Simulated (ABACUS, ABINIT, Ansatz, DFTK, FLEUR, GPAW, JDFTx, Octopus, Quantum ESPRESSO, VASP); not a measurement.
# V: programs and potentials compared

```
V
1.0
    -1.51435    1.51435    1.51435
     1.51435   -1.51435    1.51435
     1.51435    1.51435   -1.51435
V
1
Cartesian
  0.0000 0.0000 0.0000
```

Alike in all runs: task single point; functional PBE; k mesh 12 × 12 × 12; occupations fermi-dirac, width 0.05 eV; collinear spin, ferromagnetic start; no spin-orbit coupling. Pressure is positive in compression and, in plane waves, holds the error of the finite cutoff, which Ansatz's Pulay term estimates and takes out.

| program and potentials | plane-wave cutoff (eV) | notes | band gap (eV) | pressure (GPa) | net moment per atom (μB) |
| --- | --- | --- | --- | --- | --- |
| Ansatz, Ansatz PAW | 420 | Pulay term of +0.08 GPa included | no gap | -5.36 | 0.00 |
| Ansatz, all-electron LAPW, scalar-relativistic | - | - | no gap | -5.42 | 0.00 |
| JDFTx, PseudoDojo-SR-PBE-0.5-standard | 1143 | - | no gap | -5.25 | 0.00 |
| FLEUR, all-electron, FLAPW | - | - | no gap | - | 0.00 |
| DFTK, PseudoDojo SR PBE 0.4.1 standard (PBE) | 1143 | - | no gap | -5.34 | 0.00 |
| VASP, PBE PAW files V_sv, 520 eV | 520 | - | no gap | -5.17 | 0.00 |
| Quantum ESPRESSO, SSSP 1.3 efficiency PBE | 748 | - | no gap | -5.53 | 0.00 |
| Octopus, pseudodojo_pbe (PseudoDojo 0.5, PBE) | - | - | no gap | - | 0.00 |
| ABACUS, PseudoDojo NC SR 0.4.1 PBE standard, plane waves | 1143 | - | no gap | -5.27 | 0.00 |
| GPAW, GPAW PAW data sets (gpaw-data 1.2.1) | 600 | - | no gap | -4.30 | 0.00 |
| ABINIT, JTH PAW PBE v2.0 | 408 | - | no gap | -4.87 | 0.00 |

None finds a gap. The pressure spans -5.53 (Quantum ESPRESSO, SSSP 1.3 efficiency PBE) to -4.30 GPa (GPAW, GPAW PAW data sets (gpaw-data 1.2.1)), with all-electron results at -5.42. All agree on the net moment per atom. The state is the one that the start led to, which needn't be the lowest.

The functional is the same throughout but for its coding, so the spread measures potentials, basis and numerics; runs on potential files found faulty are left out.
